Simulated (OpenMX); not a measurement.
Runs of OpenMX 3.8.5 on SnSe2. It takes space group P-3m1 (No. 164, trigonal). Conventional cell: a = 3.652 Å, b = 3.652 Å, c = 5.880 Å, α = 90.00°, β = 90.00°, γ = 120.00°. Around Sn (site symmetry -3m) lie 6 Se at 2.57 Å. Se (site symmetry 3m) is surrounded by 3 Sn at 2.57 Å. 

```csv
cell,gap on the mesh (eV),pressure (GPa),largest force (eV/Å)
"P-3m1, 22.64 Å³/atom",0.82,21.7,2.78
"P-3m1, 24.7 Å³/atom",0.77,10.8,1.58
"P-3m1, 23.67 Å³/atom",0.80,(c),(a)
"P-3m1, 26.76 Å³/atom",0.70,3.8,0.70
"P-3m1, 27.78 Å³/atom",0.66,(b),0.35
"P-3m1, 25.73 Å³/atom",0.75,7.0,1.11
```

Alike in all rows: task single point; level PBE; potentials or basis OpenMX 2013 PBE set, Sn7.0-s3p2d2, Se7.0-s3p2d2, grid cutoff 500 Ry; no spin polarisation; k mesh 7 × 7 × 5; smearing fermi-dirac 0.05 eV.

Problem. Fill in the values left out.

Solution. (a) 2.14; (b) 1.3; (c) 15.7.

Caveats: the basis has few d functions beyond the semicore shells, which can make volumes several per cent too large; spin-orbit coupling is left out, which moves the levels of the heavy elements; an odd mesh through Γ misses points on the zone boundary, where band edges often lie; this functional lacks dispersion, which binds the layers, so the pressure and a relaxed spacing across them are unreliable; the basis of atomic orbitals isn't converged, which shifts pressures, moduli and gaps; forces of over 1 eV/Å show positions far from the minimum, so gaps and moduli don't describe the material at rest (some runs).

A k mesh can miss the band edges, and the runs leave out spin-orbit coupling on Se, Sn.
